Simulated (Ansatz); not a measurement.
# TiO2: how the energy converges with the cutoff

TiO2, C2/c, a = 5.412 Å, b = 5.413 Å, c = 5.472 Å, β = 118.8°. This isn't the usual stable structure of the compound. Ansatz: r2SCAN, PAW, cutoff varied, Γ-centred 8×8×6 mesh on 6 atoms, Gaussian smearing 0.02 eV; no spin polarisation. Single points at one geometry, the cutoff alone changed; ΔE is the energy at zero smearing over the run at 850 eV. The runs up to 460 eV lie under the cutoff recommended for these PAW datasets.

```tsv
cutoff (eV)	ΔE (meV/atom)
150	21027.55
200	5557.31
250	1441.99
300	332.22
350	60.28
380	21.17
460	4.93
500	4.11
520	3.67
600	1.80
700	?
```

Q: Assume ΔE falls exponentially with the cutoff, fit y = ln ΔE against x, the cutoff in eV, to the other rows, and predict the missing value.

A: y = 9.954, 8.623, 7.274, 5.806, 4.099, 3.053, 1.595, 1.413, 1.300, 0.588. Means x = 371.0, y = 4.3705; Σ(Δx)² = 197490, ΣΔxΔy = -4373; the slope is their ratio. y = 12.59 − 0.02214 x, a factor of ten per 104 eV. At 700 eV this gives ΔE = 0.05 meV/atom. The run gave 0.67, a ratio of 0.07. Between neighbouring rows the decay runs from a factor of ten per 66 eV to one per 506 eV, so one exponential is only a rough guide.